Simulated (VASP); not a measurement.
Write the native input for VASP 6.6.1 that does the following.

```yaml
Task: relaxation of cell and atoms
Functional: PBEsol
Potentials_or_basis: VASP PAW PBE potentials, release 64 (Ba_sv, O)
Cutoff: 580 eV
k_mesh: 8 × 8 × 8
Occupations: gaussian, width 0.02 eV
Spin: no spin polarisation
Further_INCAR_settings: ALGO = Normal; EDIFF = 1e-07; IBRION = 2; EDIFFG = -0.005; NSW = 90; ISIF = 3
```

The structure of BaO lies in POSCAR:

```
BaO
1.0
    0.0000000000      2.7903917100      2.7903917100
    2.7903917100      0.0000000000      2.7903917100
    2.7903917100      2.7903917100      0.0000000000
Ba O
1 1
Direct
    0.0000000000      0.0000000000      0.0000000000
    0.5000000000      0.5000000000      0.5000000000
```

The cell is a database's computed one.

These files were run (other wordings do the same):

INCAR

```
SYSTEM = BaO
ALGO = Normal ; EDIFF = 1E-7
EDIFFG = -0.005 ; ENCUT = 580
GGA = PS ; IBRION = 2
ISIF = 3 ; ISMEAR = 0
LASPH = .True. ; LCHARG = .False.
LREAL = .False. ; LWAVE = .False.
NELM = 100 ; NSW = 90
PREC = Accurate ; SIGMA = 0.02
```

KPOINTS

```
k-points
0
Gamma
  8 8 8
  0 0 0
```

Potentials or basis: VASP PAW PBE potentials, release 64 (Ba_sv, O).

Launch:

```console
$ cat potpaw_PBE.64/Ba_sv/POTCAR potpaw_PBE.64/O/POTCAR > POTCAR
$ mpirun -np 1 vasp_std > vasp.out
```

It gave:

* Relaxed volume: 21.16 Å³/atom
* Relaxed cell: a = 3.912 Å, b = 3.912 Å, c = 3.912 Å, α = 60.00°, β = 60.00°, γ = 60.00°
* Space group after relaxing (to 0.05 Å): Fm-3m (No. 225)
* Energy gained by relaxing: 3.4 meV/atom
* Ionic steps: 3
* Pressure after relaxing: 0.0 GPa
* Band gap on the k mesh: 1.86 eV, direct

Caveat: the PAW data sets were made with another functional, which shifts forces and pressure a little; spin-orbit coupling is left out, which moves the levels of the heavy elements.

Wall time 26 s on 1 thread of Intel(R) Xeon(R) Platinum 8559C (Emerald Rapids), on a shared host, peak memory 0.18 GiB.
